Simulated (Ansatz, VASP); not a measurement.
**One calculation of NaH, two programs**

POSCAR

```
NaH
1.0
    0.0000000000      2.5392694138      2.6775996420
    2.5392694138      0.0000000000      2.6775996420
    2.5392694138      2.5392694138      0.0000000000
Na H
1 1
Direct
    0.0000000000      0.0000000000      0.0000000000
    0.2500000000      0.2500000000      0.2500000000
```

The input INCAR.step1:

```
PREC = Accurate
ENCUT = 520
EDIFF = 1E-5
ISMEAR = 0
SIGMA = 0.01
LREAL = False
LASPH = True
NELM = 100
ALGO = Normal
ISIF = 2
LWAVE = True
LCHARG = False
GGA = PE
NBANDS = 11
```

Contents of INCAR.step2:

```
PREC = Accurate
ENCUT = 520
EDIFF = 1E-7
ISMEAR = 0
SIGMA = 0.01
LREAL = False
LASPH = True
NELM = 100
ALGO = Normal
ISIF = 2
LWAVE = False
LCHARG = False
GGA = PE
LHFCALC = True
HFSCREEN = 0.2079
PRECFOCK = Normal
ISTART = 1
NBANDS = 11
```

The input KPOINTS:

```
Automatic mesh
0
Gamma
  6 6 6
```

Input for Ansatz:

```yaml
crystal:
  lattice:
    - [0.0, 2.5392694138, 2.677599642]
    - [2.5392694138, 0.0, 2.677599642]
    - [2.5392694138, 2.5392694138, 0.0]
  atoms:
    - { symbol: Na, position: [0.0, 0.0, 0.0] }
    - { symbol: H, position: [0.25, 0.25, 0.25] }
kpoints:
  mp_grid: { grid: [6, 6, 6] }
  band_path:
    path:
      - [0.0, 0.0, 0.0]
      - [-0.5, -0.5, 0.0]
      - [-0.375, -0.375, 0.25]
      - [-0.375, 0.0, 0.375]
      - [0.0, 0.0, 0.5]
      - [-0.5, -0.25, 0.25]
      - [0.25, -0.25, -0.5]
    npoints: 1
hamiltonian:
  xc: hse06
scf:
  occupations: { method: fixed }
  n_extra_bands: 4
output:
  forces: true
  stress: true
  eigenvalues: true
  write_density: true
  write_potential: true
  elf: true
  volumetric_format: npy
```

Change from the starting cell: epitaxial_xy strain -2.2%.

Alike in both runs: task single point; functional HSE06; k mesh 6 × 6 × 6; no spin polarisation.

```csv
,VASP,Ansatz
version,VASP 6.6.1,Ansatz 0.2.0
potentials or method,"VASP PAW PBE potentials, release 64 (Na_pv, H)","plane waves, PAW"
plane-wave cutoff (eV),520,420
occupations,"gaussian, width 0.01 eV",fixed
valence electrons in the cell,8,10
```

Ansatz gave:

- gap on the k mesh at the Fermi level (eV): 4.59
- pressure (GPa): 0.3
- largest component of the traceless stress (GPa): 0.25

Task: Which values does VASP return?

Result: gap on the k mesh at the Fermi level (eV): 4.58; pressure (GPa): 0.3; largest component of the traceless stress (GPa): 0.25.

The two sets of potentials don't hold the same shells in valence. Ansatz warned: «stress_exchange_threshold_loose».

Caveats: the PAW data sets were made with another functional, which shifts forces and pressure a little (VASP). A k mesh can miss the band edges.
